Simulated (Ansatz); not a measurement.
Crystal: SnO2 (Cassiterite).

```
Sn O
1.0
     4.73800    0.00000    0.00000
     0.00000    4.73800    0.00000
     0.00000    0.00000    3.18650
Sn O
2 4
Direct
  0.50000 0.50000 0.50000
  0.00000 0.00000 0.00000
  0.80710 0.19290 0.50000
  0.69290 0.69290 0.00000
  0.19290 0.80710 0.50000
  0.30710 0.30710 0.00000
```

Program: Ansatz 0.2.0. Alike in all runs: potentials or basis Ansatz PAW; no spin polarisation; cell as given; k mesh 6 × 6 × 8; cutoff (eV) 420.

Question: Order these runs on this cell by their pressure, lowest first.
A. level PBE; smearing gaussian 0.05 eV
B. level revPBE; smearing fermi-dirac 0.05 eV; points for each segment of the path 14
C. level BLYP; smearing fermi-dirac 0.05 eV; points for each segment of the path 14
D. level PBEsol; smearing fermi-dirac 0.1 eV

Answer: D (4.7 GPa), A (11.1 GPa), B (14.2 GPa), C (16.7 GPa).

Caveats: the PAW data sets come from PBE, with cores solved anew for the run's functional, which leaves a small shift of forces and pressure (some runs); so large a pressure means that the cell lies far from this level's equilibrium, or that cutoff or potentials fall short (some runs).
